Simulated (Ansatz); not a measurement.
Set up this calculation in Ansatz 0.2.0, as the native input.

| Quantity | Value |
| --- | --- |
| Task | atomic charges |
| Functional | B3LYP |
| Potentials or basis | Ansatz PAW earlier set |
| Cutoff | 760 eV |
| Density cutoff | 3040 eV |
| k mesh | 5 × 5 × 5 |
| Occupations | gaussian, width 0.05 eV |
| Spin | no spin polarisation |

MgS (Niningerite):

```
S Mg
1.0
     0.00000    2.72572    2.72572
     2.72572    0.00000    2.72572
     2.72572    2.72572    0.00000
S Mg
1 1
Direct
  0.50000 0.50000 0.50000
  0.00000 0.00000 0.00000
```

The cell isn't the ideal one: volume scaled by 1.15.

One way to write it, as run:

input.yaml

```yaml
crystal:
  lattice:
    - [0.0, 2.725721525, 2.725721525]
    - [2.725721525, 0.0, 2.725721525]
    - [2.725721525, 2.725721525, 0.0]
  atoms:
    - { symbol: S, position: [0.5, 0.5, 0.5] }
    - { symbol: Mg, position: [0.0, 0.0, 0.0] }
hamiltonian:
  xc: b3lyp
  pseudopotentials: { kind: paw, level: accurate }
kpoints:
  mp_grid: { grid: [5, 5, 5] }
scf:
  occupations: { method: gaussian, width: 0.05 }
output:
  forces: true
  stress: true
  eigenvalues: true
  bader: true
  populations: intrinsic
```

Potentials or basis: Ansatz PAW earlier set.

The run is started by

```sh
$ ansatz run input.yaml --threads 2 --pin off --max-ram 5120MiB --backend cpu --events-out ev --progress --plain --runs-dir out
```

It gave:

| Item | Value |
| --- | --- |
| Pressure | -6.8 GPa |
| Band gap on the k mesh | 4.21 eV, direct |
| Bader charges | S -1.69; Mg +1.69 e |

Caveat: odd divisions of the mesh miss points on the zone boundary, where band edges often lie, so the gap on the mesh can be too wide; the PAW data sets come from PBE, with cores solved anew for the run's functional, which leaves a small shift of forces and pressure; the thresholds are loose for stress.

It took 40 s on 2 threads of Arm Neoverse V1, with other jobs on the host, peak memory 2.2 GiB.
